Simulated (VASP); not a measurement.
# W2C (P-3m1) in VASP: further runs, part 2 of 2

VASP 6.6.1. Earlier steps stand in the parts before.

## 6. Single point, HSE(alpha, omega)

File POSCAR:

```
W2C
1.0
    3.0700456420      0.0000000000      0.0000000000
   -1.5350228210      2.6587375167      0.0000000000
    0.0000000000      0.0000000000      4.6784280000
W C
2 1
Direct
    0.6666666667      0.3333333333      0.2536690000
    0.3333333333      0.6666666667      0.7463310000
    0.0000000000      0.0000000000      0.0000000000
```

File INCAR.step1:

```
PREC = Accurate
ENCUT = 520
EDIFF = 1E-5
ISMEAR = -1
SIGMA = 0.05
LREAL = False
LASPH = True
NELM = 80
ALGO = Normal
ISIF = 2
LWAVE = True
LCHARG = False
NBANDS = 23
GGA = PE
```

File INCAR.step2:

```
PREC = Accurate
ENCUT = 520
EDIFF = 1E-6
ISMEAR = -1
SIGMA = 0.05
LREAL = False
LASPH = True
NELM = 80
ALGO = Normal
ISIF = 2
LWAVE = False
LCHARG = False
GGA = PE
LHFCALC = True
HFSCREEN = 0.2
AEXX = 0.4
PRECFOCK = Fast
NBANDS = 23
ISTART = 1
```

File KPOINTS:

```
regular mesh
0
Gamma
  5 5 3
```

Potentials or basis: VASP PAW PBE potentials, release 64 (W_sv, C).

Launch:

```
> cat potpaw_PBE.64/W_sv/POTCAR potpaw_PBE.64/C/POTCAR > POTCAR
> cp INCAR.step1 INCAR
> mpirun -np 1 vasp_std > vasp.out
> cp INCAR.step2 INCAR
> mpirun -np 1 vasp_std > vasp.out
```

OUTCAR:

```text
PREC = Accurate
   ENCUT = 520
   EDIFF = 1E-6
   ISMEAR = -1
   LREAL = False
   LASPH = True
   NELM = 80
   ISIF = 2
   GGA = PE
   LHFCALC = True
   HFSCREEN = 0.2
   AEXX = 0.4
   PRECFOCK = Fast
   ISTART = 1

 ion  position               nearest neighbor table
   1  0.667  0.333  0.254-   3 2.13   3 2.13   3 2.13   2 2.91   2 2.91   2 2.91   2 2.96   2 2.96
                             2 2.96
   2  0.333  0.667  0.746-   3 2.13   3 2.13   3 2.13   1 2.91   1 2.91   1 2.91   1 2.96   1 2.96
                             1 2.96
   3  0.000  0.000  0.000-   1 2.13   2 2.13   2 2.13   1 2.13   1 2.13   2 2.13

  LATTYP: Found a hexagonal cell.
 ALAT       =     3.0700456420
 C/A-ratio  =     1.5238952594

  Lattice vectors:

 A1 = (   3.0700456420,   0.0000000000,   0.0000000000)
 A2 = (  -1.5350228210,   2.6587375167,   0.0000000000)
 A3 = (   0.0000000000,   0.0000000000,   4.6784280000)

Analysis of symmetry for initial positions (statically):
=====================================================================
 Subroutine PRICEL returns:
 Original cell was already a primitive cell.

 Routine SETGRP: Setting up the symmetry group for a
 hexagonal supercell.

 Subroutine GETGRP returns: Found 12 space group operations
 (whereof 12 operations were pure point group operations)
 out of a pool of 24 trial point group operations.

The static configuration has the point symmetry D_3d.

Analysis of symmetry for dynamics (positions and initial velocities):
=====================================================================
 Subroutine PRICEL returns:
 Original cell was already a primitive cell.

 Routine SETGRP: Setting up the symmetry group for a
 hexagonal supercell.

 Subroutine GETGRP returns: Found 12 space group operations
 (whereof 12 operations were pure point group operations)
 out of a pool of 24 trial point group operations.

The dynamic configuration has the point symmetry D_3d.

 Subroutine INISYM returns: Found 12 space group operations
 (whereof 12 operations are pure point group operations),
 and found     1 'primitive' translations

----------------------------------------------------------------------------------------

                                     Primitive cell

  volume of cell :      38.1874

  direct lattice vectors                    reciprocal lattice vectors
     3.070045642  0.000000000  0.000000000     0.325728056  0.188059181  0.000000000
    -1.535022821  2.658737517  0.000000000     0.000000000  0.376118362  0.000000000
     0.000000000  0.000000000  4.678428000     0.000000000  0.000000000  0.213747011

  length of vectors
     3.070045642  3.070045642  4.678428000     0.376118362  0.376118362  0.213747011

  position of ions in fractional coordinates (direct lattice)
     0.666666667  0.333333333  0.253669000
     0.333333333  0.666666667  0.746331000
     0.000000000  0.000000000  0.000000000

  ion indices of the primitive-cell ions
   primitive index   ion index
[... 34 lines left out ...]
  0.400000  0.000000  0.000000      6.000000
  0.200000  0.200000  0.000000      6.000000
  0.400000  0.200000  0.000000      6.000000
  0.000000  0.000000  0.333333      2.000000
  0.200000  0.000000  0.333333      6.000000
  0.000000  0.200000  0.333333      6.000000
  0.400000  0.000000  0.333333      6.000000
  0.000000  0.400000  0.333333      6.000000
  0.200000  0.200000  0.333333     12.000000
  0.400000  0.200000  0.333333     12.000000
   k-points           NKPTS =     12   k-points in BZ     NKDIM =     75   number of bands    NBANDS=     23
   number of dos      NEDOS =    301   number of ions     NIONS =      3
   total plane-waves  NPLWV =  20736
   dimension x,y,z NGX =    24 NGY =   24 NGZ =   36
   dimension x,y,z NGXF=    48 NGYF=   48 NGZF=   72
   ions per type =               2   1
   NGX,Y,Z   is equivalent  to a cutoff of  13.00, 13.00, 12.79 a.u.
   NGXF,Y,Z  is equivalent  to a cutoff of  25.99, 25.99, 25.58 a.u.
 SYSTEM =  unknown system
   PREC   = accura    normal or accurate (medium, high low for compatibility)
   ISTART =      1    job   : 0-new  1-cont  2-samecut
   ICHARG =      0    charge: 1-file 2-atom 10-const
   ISPIN  =      1    spin polarized calculation?
   LNONCOLLINEAR =      F non collinear calculations
   LSORBIT =      F    spin-orbit coupling
   LASPH  =      T    aspherical Exc in radial PAW
   ENCUT  =  520.0 eV  38.22 Ry    6.18 a.u.   5.71  5.71  8.70*2*pi/ulx,y,z
   NELM   =     80;   NELMIN=  2; NELMDL=  0     # of ELM steps
   EDIFF  = 0.1E-05   stopping-criterion for ELM
   LREAL  =      F    real-space projection
   EDIFFG = 0.1E-04   stopping-criterion for IOM
   NSW    =      0    number of steps for IOM
   IBRION =     -1    ionic relax: 0-MD 1-quasi-New 2-CG
   NFREE  =      0    steps in history (QN), initial steepest desc. (CG)
   ISIF   =      2    stress and relaxation
   ISYM   =      3    0-nonsym 1-usesym 2-fastsym
   POTIM  = 0.5000    time-step for ionic-motion
   TEBEG  =    0.0;   TEEND  =   0.0 temperature during run
   PSTRESS=    0.0 pullay stress
   NELECT =      32.0000    total number of electrons
   NUPDOWN=      -1.0000    fix difference up-down
   EMIN   =  10.00;   EMAX   =-10.00  energy-range for DOS
   EFERMI =   0.00;   METHOD = LEGACY
   ISMEAR =    -1;   SIGMA  =   0.05  broadening in eV -4-tet -1-fermi 0-gaus
   EFERMI_NEDOS =   21; number of points for ismear=-14 and -15
   IALGO  =     38    algorithm
   IMIX   =      1    mixing-type and parameters
     AMIX     =   0.40;   BMIX     =  1.00
     AMIX_MAG =   1.60;   BMIX_MAG =  1.00
  volume/ion in A,a.u.               =      12.73        85.90
  Fermi-wavevector in a.u.,A,eV,Ry     =   1.543422  2.916645 32.411147  2.382152
  Thomas-Fermi vector in A             =   2.649087
   LORBIT       =      0    0 simple, 1 ext, 2 COOP (PROOUT), +10 PAW based schemes
   GGA     = PE    functional components
   LHFCALC =     T    Hartree Fock is set to
   PRECFOCK=fast      Normal, Fast or Accurate (Low or Medium for compatibility)
   ENCUT4O =  -1.0   cutoff for four orbital integrals eV
   NKREDX  =     1    reduce k-point grid by
   NKREDY  =     1    reduce k-point grid by
   NKREDZ  =     1    reduce k-point grid by
   AEXX    =    0.4000 exact exchange contribution
   HFSCREEN=    0.2000 screening length (either q_TF or 0.3 A-1)
   HFSCREENC=   0.2000 screening length for correlation (either q_TF or 0.3 A-1)
   ENCUTFOCK=  -1.0 apply spherical cutoff to Coloumb kernel
   IVDW    =     0    specifies the selected vdW correction
   LEPSILON=     F    determine dielectric tensor
   LRPA    =     F    only Hartree local field effects (RPA)
 non-spin polarized calculation
  energy-cutoff  :      520.00
  volume of cell :       38.19
 maximum number of plane-waves:      1046
 NGX is ok and might be reduce to    24
  NGX = 14; NGY = 14; NGZ = 24

 number of electron      32.0000002 magnetization

 Free energy of the ion-electron system (eV)
  ---------------------------------------------------
  ext. energy  EPLUGINS =         0.00000000
  ---------------------------------------------------
  free energy    TOTEN  =       -43.77340264 eV

  energy without entropy =      -43.76637940  energy(sigma->0) =      -43.76989102

 E-fermi :  11.4438     XC(G=0):  -9.4360

 val. band max:       11.4113233173   @ k =   0.2000   0.2000   0.0000
 cond. band min:      11.6214961742   @ k =   0.0000   0.2000   0.3333
 fundamental gap:      0.2101728569
 Fermi energy:        11.4438253654

 k-point     1 :       0.0000    0.0000    0.0000
  band No.  band energies     occupation
      1     -70.2108      2.00000
      2     -70.1094      2.00000
      3     -32.6846      2.00000
      4     -31.8637      2.00000
      5     -31.8637      2.00000
      6     -31.7033      2.00000
[... 301 lines left out ...]
     22      18.3069      0.00000
     23      19.8378      0.00000

------------------------ aborting loop because EDIFF is reached ----------------------------------------

  FORCE on cell =-STRESS in cart. coord.  units (eV):
  Direction    XX          YY          ZZ          XY          YZ          ZX
  --------------------------------------------------------------------------------------
  -------------------------------------------------------------------------------------
  Total       -3.7734585     -3.7734585     -3.6334060      0.0000000      0.0000000      0.0000000
  in kB     -158.3178620   -158.3178620   -152.4418673      0.0000000      0.0000000      0.0000000
  external PRESSURE =    -156.3591971 kB  Pullay stress =       0.0000000 kB

 VOLUME and BASIS-vectors are now :
 -----------------------------------------------------------------------------
  energy-cutoff  :      520.00
  volume of cell :       38.19
      direct lattice vectors                 reciprocal lattice vectors
     3.070045642  0.000000000  0.000000000     0.325728056  0.188059181  0.000000000
    -1.535022821  2.658737517  0.000000000     0.000000000  0.376118362  0.000000000
     0.000000000  0.000000000  4.678428000     0.000000000  0.000000000  0.213747011

 POSITION                                       TOTAL-FORCE (eV/Angst)
 -----------------------------------------------------------------------------------
      1.53502      0.88625      1.18677         0.000000      0.000000     -0.941068
     -0.00000      1.77249      3.49166        -0.000000     -0.000000      0.941068
      0.00000      0.00000      0.00000        -0.000000      0.000000      0.000000
 -----------------------------------------------------------------------------------
    total drift:                                0.000000     -0.000000      0.000000

  FREE ENERGIE OF THE ION-ELECTRON SYSTEM (eV)
  ---------------------------------------------------
  free  energy   TOTEN  =       -43.7734026440 eV

  energy  without entropy=      -43.7663793985  energy(sigma->0) =      -43.76989102
```

Run time: 12 min. Hardware: 1 thread of Intel Xeon Platinum 8488C (Sapphire Rapids), shared host; peak memory 0.26 GiB.

What came out:

| Item | Value |
| --- | --- |
| Free energy | -43.7734 eV |
| Pressure | -15.6 GPa |
| Largest force | 0.941 eV/Å |
| Band gap on the k mesh | none (metal or under the smearing width) |

Forces on the atoms (eV/Å):
```
W    0.000  0.000 -0.941
W    0.000  0.000  0.941
C    0.000  0.000  0.000
```

Stress tensor (GPa, compression positive):
```
-15.83   0.00   0.00
  0.00 -15.83   0.00
  0.00   0.00 -15.24
```

Levels at points of the mesh, in eV from the Fermi level:
| k point | band 13 | band 14 | band 15 | band 16 | band 17 | band 18 | band 19 | band 20 |
| --- | --- | --- | --- | --- | --- | --- | --- | --- |
| (0.00, 0.00, 0.00) | -5.28 | -1.91 | -1.79 | -1.79 | -1.28 | -1.28 | 1.03 | 1.03 |

Caveat: the k mesh is coarse (spacing up to 0.47 Å⁻¹), so the values aren't converged, least of all with exact exchange; the PAW data sets were made with another functional, which shifts forces and pressure a little. The run has no spin-orbit coupling, so splittings on W are missing.

## 7. For comparison

An earlier run on the cell as given: functional PBE; potentials or basis VASP PAW PBE potentials, release 64 (W_sv, C); cutoff 520 eV; k mesh 10 × 10 × 6; occupations fermi-dirac, width 0.05 eV; no spin polarisation.

* Pressure: -1.0 GPa
* Largest force: 0.054 eV/Å
* Band gap on the k mesh: none (metal or under the smearing width)

## 8. Summary

| level | k mesh | share of exact exchange | grid for exact exchange (PRECFOCK) | mesh quality | gap on the mesh (eV) | pressure (GPa) | largest force (eV/Å) |
| --- | --- | --- | --- | --- | --- | --- | --- |
| HSE(alpha, omega) | 5 × 5 × 3 | 0.15 | Fast | coarse | none | -6.5 | 0.54 |
| HSE(alpha, omega) | 5 × 5 × 3 | 0.2 | Fast | coarse | none | -8.3 | 0.62 |
| HSE(alpha, omega) | 5 × 5 × 3 | 0.25 | Fast | coarse | none | -10.2 | 0.70 |
| HSE(alpha, omega) | 5 × 5 × 3 | 0.3 | Fast | coarse | none | -12.0 | 0.78 |
| HSE(alpha, omega) | 5 × 5 × 3 | 0.4 | Fast | coarse | none | -15.6 | 0.94 |
| PBE | 10 × 10 × 6 | - | - | not flagged | none | -1.0 | 0.05 |

Alike in all rows: task single point; potentials or basis VASP PAW PBE potentials, release 64 (W_sv, C); no spin polarisation; cell as given; cutoff (eV) 520; smearing fermi-dirac 0.05 eV.

Caveats: some runs use coarse meshes; the PAW data sets were made with another functional, which shifts forces and pressure a little (some runs).

Absolute energies hang on the potentials; compare differences alone.
